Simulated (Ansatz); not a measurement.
# Eigenvalues along a path: K (simple hexagonal type)

```
CELL_PARAMETERS angstrom
4.39316 0.00000 0.00000
-2.19658 3.80459 0.00000
0.00000 0.00000 4.12957
ATOMIC_POSITIONS crystal
K 0.00000 0.00000 0.00000
```

The cell comes from a relaxation on PAW files under the same functional, begun from a prototype that needn't be the stable phase.

Computed with Ansatz 0.2.0; functional PBE, scalar-relativistic. Settings: a Γ-centred 10×10×9 k mesh, Fermi–Dirac smearing of 0.08 eV, no spin polarisation. Methods: LAPW: all electrons, basis error target 1 meV/atom.

This run: volume at 0.9 of the series' base cell.

Path points, in fractions of the reciprocal vectors: Γ (0.000, 0.000, 0.000), M (0.500, 0.000, 0.000), K (0.333, 0.333, 0.000), A (0.000, 0.000, 0.500), L (0.500, 0.000, 0.500), H (0.333, 0.333, 0.500). Levels in eV from the Fermi level; bands 2 to 7, counted from the lowest band of the run. The gap is zero, the pressure 0.41 GPa.

```
# k(1/Å) point b2 b3 b4 b5 b6 b7
0.000 Γ -15.64 -15.64 -15.64 -2.26 3.00 4.22
0.206 - -15.66 -15.65 -15.64 -2.07 3.06 3.69
0.413 - -15.69 -15.65 -15.63 -1.52 2.66 3.17
0.619 - -15.73 -15.66 -15.63 -0.67 1.55 3.11
0.826 M -15.75 -15.67 -15.63 0.28 0.50 3.04
0.945 - -15.74 -15.67 -15.63 0.35 0.53 2.92
1.064 - -15.74 -15.68 -15.63 0.54 0.62 2.54
1.183 - -15.73 -15.70 -15.63 0.77 0.83 1.98
1.302 K -15.71 -15.71 -15.63 0.98 0.98 1.56
1.541 - -15.73 -15.69 -15.63 -0.19 1.60 2.35
1.779 - -15.70 -15.66 -15.63 -1.29 2.49 3.04
2.018 - -15.66 -15.65 -15.64 -2.01 3.08 3.56
2.256 Γ -15.64 -15.64 -15.64 -2.26 3.00 4.22
2.446 - -15.66 -15.64 -15.64 -2.10 2.84 4.29
2.636 - -15.70 -15.64 -15.64 -1.63 2.18 4.46
2.827 - -15.75 -15.63 -15.63 -0.91 1.14 4.66
3.017 A -15.77 -15.63 -15.63 -0.07 0.16 4.75
3.223 - -15.76 -15.65 -15.64 0.14 0.25 4.41
3.430 - -15.76 -15.68 -15.64 0.53 0.73 3.78
3.636 - -15.75 -15.71 -15.65 0.94 1.56 3.17
3.842 L -15.75 -15.73 -15.66 1.23 2.21 2.72
3.962 - -15.75 -15.73 -15.66 1.28 2.28 2.72
4.081 - -15.75 -15.72 -15.67 1.42 2.47 2.62
4.200 - -15.75 -15.71 -15.69 1.66 2.35 2.70
4.319 H -15.75 -15.70 -15.70 2.00 2.00 2.78
4.558 - -15.75 -15.71 -15.67 1.25 2.04 2.91
4.796 - -15.75 -15.69 -15.65 0.65 0.98 3.59
5.034 - -15.76 -15.65 -15.64 0.21 0.29 4.32
5.273 A -15.77 -15.63 -15.63 -0.07 0.16 4.75
```
